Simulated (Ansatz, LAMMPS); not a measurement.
# Gap against volume in amorphous Al2O3 (155 atoms)

Density of this cell: 2.77 g/cm³. The cell holds 155 atoms: 62 Al and 93 O. Cell: a = 12.247 Å, b = 12.403 Å, c = 12.493 Å, α = 91.3°, β = 91.3°, γ = 90.2°. The starting structure: 155 atoms (62 Al, 93 O) placed at random at 2.7 g/cm³, melted at 5000 K for 10 ps at fixed volume with the Morse and Coulomb pair potential with partial charges (Pedone, Malavasi, Menziani, Cormack and Segre, J. Phys. Chem. B 110, 11780 (2006)). Quenched from 5000 K to 300 K at 20 K/ps and fixed volume, held 5 ps, then minimised at fixed cell.

Calculated with Ansatz 0.2.0: Kohn-Sham DFT, PBE, PAW (set soft_2), plane waves; cutoff 420 eV, Γ point, fixed occupations. The relaxed cell was scaled evenly and the atoms were relaxed at each volume. The gap is that between the highest filled and the lowest empty Kohn-Sham level on the run's k-points.

| volume (Å³/atom) | gap (eV) |
| --- | --- |
| 11.013 | 3.312 |
| 11.503 | 3.247 |
| 11.870 | 3.207 |
| 12.237 | 3.141 |
| 12.604 | ? |
| 12.971 | 3.028 |

**Question.** Fit a straight line in ln V to the rows given and interpolate to the withheld row.

Worked fit:

A volume deformation potential makes the spacing linear in u = ln(V/V0), with V0 = 12.237 Å³ the relaxed volume; v is the spacing.

| u = ln(V/V0) | v (eV) |
| --- | --- |
| -0.105360 | 3.3123 |
| -0.0618757 | 3.2466 |
| -0.0304593 | 3.2068 |
| 0 | 3.1408 |
| 0.0582694 | 3.0284 |

With n = 5: mean u = -0.0278852, mean v = 3.18698, Σ(u − ū)² = 0.015365, Σ(u − ū)(v − v̄) = -0.026737. Slope b = -0.026737 / 0.015365 = -1.7402; intercept a = v̄ − b ū = 3.1385.

At the withheld volume u = 0.02956, and v = a + b u.

Prediction at 12.604: 3.087 eV. The run gave 3.084 eV, so the fit is high by 0.0027 eV (0.088 % of the value).

The slope, -1.74 eV, says that the spacing narrows on expansion. Among the rows given, the largest miss of the fit is at 11.870, by 0.015 eV (5.4 % of the range of the table).

Limits: The table spans 16 % in volume, wide for a linear law. Semilocal functionals tend to put gaps under measured ones. Only the Γ point is sampled. Atoms move by up to 0.7 Å in these relaxations, so the structure changes along the series. Defect or tail levels can set the spacing of a disordered cell.

[Hosts, paths, dates, database ids (printed as entryN), source tags and the programs' standing remarks are cut or masked in the printed files.]
